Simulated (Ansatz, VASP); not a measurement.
## BN: VASP beside Ansatz

```
B N
1.0
     2.51626    0.00000    0.00000
    -1.25813    2.17915    0.00000
     0.00000    0.00000    4.22451
B N
2 2
Direct
  0.66667 0.33333 0.99981
  0.33333 0.66667 0.49981
  0.66667 0.33333 0.62519
  0.33333 0.66667 0.12519
```

Change from the starting cell: strain -0.015 along x and y, +0.000 along z, atoms carried along.

Alike in both runs: task single point; functional PBE; k mesh 12 × 12 × 6; occupations gaussian, width 0.05 eV; no spin polarisation.

```csv
,VASP,Ansatz
version,VASP 6.6.1,Ansatz 0.2.0
potentials or method,"VASP PAW PBE potentials, release 64 (B, N)","scalar-relativistic, plane waves, PAW"
plane-wave cutoff (eV),520,420
valence electrons in the cell,16,16
```

VASP gave:

* gap on the k mesh at the Fermi level (eV): 5.11
* least direct gap on the mesh (eV): 8.23
* pressure (GPa): 12.3
* largest component of the traceless stress (GPa): 10.19
* rms of the force components (eV/Å): 0.028

Q: What did Ansatz give for the same quantities?

A: gap on the k mesh at the Fermi level (eV): 5.12; least direct gap on the mesh (eV): 8.23; pressure (GPa): 11.9; largest component of the traceless stress (GPa): 10.08; rms of the force components (eV/Å): 0.025.

Atom by atom the forces differ by 0.003 eV/Å (rms over components).

A k mesh can miss the band edges.
